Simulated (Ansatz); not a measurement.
# BaTiO3 in Ansatz: the effect of strain

The system is BaTiO3.

```
Ba Ti O
1.0
     3.73734   -0.49650    0.02237
    -0.34998    3.28116    3.11008
     0.37150   -2.76004    2.58992
Ba Ti O
1 1 3
Direct
  0.00364 0.99727 0.99850
  0.50025 0.51161 0.51018
  0.99835 0.49282 0.49504
  0.49991 0.50154 0.99454
  0.49786 0.99299 0.49796
```

The cell isn't the ideal one: cell sheared at random, sigma 0.1, atoms nudged by 0.01 Å.

Alike in all runs:

* Program: Ansatz 0.2.0
* Task: band structure
* Functional: PBE
* Potentials or basis: Ansatz PAW
* Cutoff: 420 eV (not typed: the program's choice for these potentials)
* k mesh: 6 × 5 × 6
* Occupations: fermi-dirac, width 0.05 eV
* Spin: no spin polarisation
* Kind of strain: shear
* Path: [["X", "G", "Y"], ["L", "G", "Z"], ["N", "G", "M"], ["R", "G"]]
* Points for each segment of the path: 14

| strain | gap on the mesh (eV) | pressure (GPa) | largest force (eV/Å) |
| --- | --- | --- | --- |
| -0.04 | 0.35 | 18.4 | 0.75 |
| -0.02 | 0.48 | 17.8 | 0.74 |
| -0.01 | 0.54 | 17.6 | 0.73 |
| 0 | 0.60 | 17.3 | 0.73 |
| 0.01 | ? | ? | ? |
| 0.02 | 0.73 | 17.0 | 0.71 |
| 0.04 | 0.84 | 16.7 | 0.70 |

Q: What does the run with strain 0.01 give?

A: gap on the mesh 0.66 eV; pressure 17.1 GPa; largest force 0.72 eV/Å.

Worked out: A straight line through the other rows of the gap on the mesh, of slope 6.15 eV per unit of strain, gives 0.66 eV, against the run's 0.66. A parabola through the other rows of the pressure, of slope -18.4 GPa per unit of strain there, gives 17.1 GPa, against the run's 17.1. A straight line through the other rows of the largest force, of slope -0.645 eV/Å per unit of strain, gives 0.72 eV/Å, against the run's 0.72.

Caveats: spin-orbit coupling is left out, which moves the levels of the heavy elements.

